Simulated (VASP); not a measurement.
Here is a VASP 6.6.1 calculation.

Contents of INCAR:

```
PREC = Accurate
ENCUT = 520
EDIFF = 1E-6
ISMEAR = 0
SIGMA = 0.1
LREAL = F
LASPH = T
NELM = 100
ALGO = Fast
ISIF = 2
LWAVE = F
LCHARG = F
LDIPOL = T
IDIPOL = 3
DIPOL = 0.5 0.5 0.500
GGA = PE
NBANDS = 55
```

File KPOINTS:

```
regular mesh
0
Gamma
  16 16 1
```

File POSCAR:

```
Pt
1.0
    2.7746870094      0.0000000000      0.0000000000
    1.3873435047      2.4029494377      0.0000000000
    0.0000000000      0.0000000000     33.1241796504
Pt
9
Direct
    0.0000000000      0.0000000000      0.2191004243
    0.3333333333      0.3333333333      0.2899365501
    0.6666666667      0.6666666667      0.3599172050
    0.0000000000      0.0000000000      0.4298445536
    0.3333333333      0.3333333333      0.5000000771
    0.6666666667      0.6666666667      0.5701556476
    0.0000000000      0.0000000000      0.6400828533
    0.3333333333      0.3333333333      0.7100633766
    0.6666666667      0.6666666667      0.7808993122
```

Potentials or basis: VASP PAW PBE potentials, release 64 (Pt).

The run is started by

```sh
$ cat potpaw_PBE.64/Pt/POTCAR > POTCAR
$ mpirun -np 1 vasp_std > vasp.out
```

Task: Estimate the band gap on the k mesh.

Result: None (metal or under the smearing width).

Task: Estimate the largest force.

Result: 0.022 eV/Å.

Forces in eV/Å, atoms in the order of the input:
```
Pt   0.000  0.000  0.022
Pt   0.000  0.000 -0.003
Pt   0.000  0.000  0.006
Pt   0.000  0.000 -0.008
Pt   0.000  0.000  0.000
Pt   0.000  0.000  0.008
Pt   0.000  0.000 -0.006
Pt   0.000  0.000  0.003
Pt   0.000  0.000 -0.022
```

Spin-orbit coupling is left out, which matters for the levels of Pt.
